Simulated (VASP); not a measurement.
Sr4H15O12 (a cell with a defect): single point with LDA

Sr4H15O12 (a cell with a defect):

```
CELL_PARAMETERS angstrom
-3.66407 -6.62148 0.00000
3.66407 -6.62148 0.00000
-0.00256 0.00000 6.12274
ATOMIC_POSITIONS crystal
Sr 0.63726 0.62431 0.36979
Sr 0.36408 0.37876 0.62149
Sr 0.11864 0.11516 0.36925
Sr 0.88091 0.87388 0.64930
H 0.69238 0.49023 0.85498
H 0.96236 0.20987 0.89801
H 0.93734 0.73412 0.11675
H 0.99538 0.38908 0.02731
H 0.18477 0.73363 0.96293
H 0.94121 0.47653 0.73869
H 0.23396 0.67482 0.29003
H 0.17179 0.99715 0.89834
H 0.47465 0.69982 0.87990
H 0.71971 0.94973 0.08369
H 0.34847 0.34287 0.11606
H 0.38733 0.99490 0.08008
H 0.76812 0.14334 0.95305
H 0.47099 0.94119 0.71780
H 0.63353 0.23819 0.33812
O 0.55281 0.56890 0.76799
O 0.33228 0.28014 0.25214
O 0.88009 0.36231 0.04013
O 0.13388 0.64286 0.91730
O 0.96848 0.49895 0.59099
O 0.23924 0.74097 0.41978
O 0.05047 0.07177 0.79089
O 0.79521 0.82326 0.19029
O 0.36123 0.88636 0.04568
O 0.67074 0.10138 0.90793
O 0.48447 0.98846 0.57345
O 0.71806 0.25032 0.44482
```

* Program: VASP 6.6.1
* Task: single point
* Functional: LDA
* Potentials or basis: VASP PAW LDA potentials, release 64 (Sr_sv, H, O)
* Cutoff: 520 eV
* k mesh: 2 × 2 × 2
* Occupations: fermi-dirac, width 0.05 eV
* Spin: no spin polarisation
* Dipole correction: no
* Charge: -1
* Further INCAR settings: LREAL = Auto; ALGO = Fast; EDIFF = 1e-07; NBANDS = 84; NELECT = 128.0

- Largest force: 2.439 eV/Å
- Band gap on the k mesh: 3.44 eV, indirect (least direct gap 3.51 eV)

Forces in eV/Å, atoms in the order of the input:
```
Sr   0.420 -0.084  0.186
Sr  -0.322 -0.248  0.531
Sr   0.082 -0.407  0.924
Sr  -0.159 -0.035 -1.757
H    0.552  0.773 -0.538
H   -0.327  0.444 -0.803
H    0.261  0.097 -0.099
H    0.410  0.108  0.314
H   -0.243  0.367 -0.113
H   -0.005  0.431  0.687
H   -0.145  0.919 -1.491
H   -0.708 -0.093 -0.418
H   -0.658  0.402 -1.116
H    0.339 -0.247 -0.198
H    0.003  0.523  0.657
H    0.034 -1.634 -0.076
H    0.348  0.202 -0.033
H    0.107  0.171  0.240
H    0.064  1.276 -1.603
O    0.362 -1.400  1.964
O    0.269  0.142 -0.854
O    0.199 -1.163  0.508
O   -0.078 -0.228  0.569
O   -0.114 -0.124 -1.187
O    0.147 -0.574  1.507
O    0.371 -0.025 -0.126
O   -1.047  0.372  0.622
O   -0.477  1.157  0.180
O    1.051 -0.132  0.797
O   -0.170  0.424 -0.189
O   -0.568 -1.411  0.918
```

Levels at points of the mesh, in eV from the valence-band top:
```tsv
k point	band 60	band 61	band 62	band 63	band 64	band 65	band 66	band 67	band 68	band 69
(0.00, 0.00, 0.00)	-0.79	-0.74	-0.64	-0.61	-0.07	3.44	5.24	6.01	6.13	6.39
(0.50, 0.00, 0.00)	-0.85	-0.78	-0.72	-0.58	0.00	4.55	5.04	5.79	5.92	6.38
(0.00, 0.50, 0.00)	-0.91	-0.79	-0.65	-0.58	-0.01	4.57	5.01	5.74	5.87	6.46
(0.50, 0.50, 0.00)	-0.88	-0.77	-0.70	-0.57	-0.03	4.64	4.91	5.80	6.00	6.16
(0.00, 0.00, 0.50)	-0.80	-0.73	-0.64	-0.55	-0.08	4.51	5.04	5.76	6.01	6.19
(0.50, 0.00, 0.50)	-0.86	-0.74	-0.68	-0.60	-0.05	4.93	5.34	5.70	5.98	6.59
(0.00, 0.50, 0.50)	-0.86	-0.74	-0.65	-0.57	-0.05	4.98	5.38	5.64	5.88	6.58
(0.50, 0.50, 0.50)	-0.91	-0.86	-0.66	-0.57	-0.04	5.10	5.35	5.98	6.10	6.21
```

Run time: 7.5 min on 1 thread of Intel(R) Xeon(R) 6975P-C (Granite Rapids) (shared host), peak memory 0.36 GiB.

Caveat: the k mesh is coarse (spacing up to 0.51 Å⁻¹), so the values aren't converged; the cell carries a net charge on a neutralising background, which shifts energy and pressure; the cell is charged against a uniform background, so pressure and absolute levels hang on convention. LDA gaps usually lie below the measured ones, often by a third to a half.
